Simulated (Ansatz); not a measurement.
Crystal: GaSb.

```xyz
2
Lattice="-1.5559 2.6750 2.8933 1.5559 -2.6750 2.8933 1.5559 2.6750 -2.8933" Properties=species:S:1:pos:R:3 pbc="T T T"
Sb    0.0000    0.0000    2.8933
Ga    0.0000    0.0000    0.0000
```

Measurements of this composition are mostly on another form, of space group No. 216.

- Program: Ansatz 0.2.0
- Task: relaxation of cell and atoms
- Functional: PBE
- Potentials or basis: all-electron LAPW, scalar-relativistic
- Basis error allowed: 0.001 eV/atom
- k mesh: 10 × 10 × 10
- Occupations: fermi-dirac, width 0.05 eV
- Spin: no spin polarisation

At the start: volume 24.08 Å³/atom.

Task: Where does the relaxation end?

Result: Over 6 steps the energy falls by 2.0 meV/atom and the volume is 24.02 Å³/atom (-0.3 %); space group Immm (No. 71, to 0.05 Å).

The path:
```csv
step,energy change (eV),largest force (eV/Å),volume (Å³)
1,0.0000,0.0000,48.17
2,-0.0032,0.0000,48.10
3,-0.0037,0.0000,48.05
4,-0.0040,0.0000,48.06
5,-0.0040,0.0000,48.03
6,-0.0040,0.0000,48.03
```

Final structure:
```yaml
crystal:
  lattice:
    - [-1.58964, 2.62621, 2.87623]
    - [1.58964, -2.62621, 2.87623]
    - [1.58964, 2.62621, -2.87623]
  atoms:
    - { symbol: Sb, position: [0.50000, 0.50000, 0.00000] }
    - { symbol: Ga, position: [0.00000, 0.00000, 0.00000] }
```
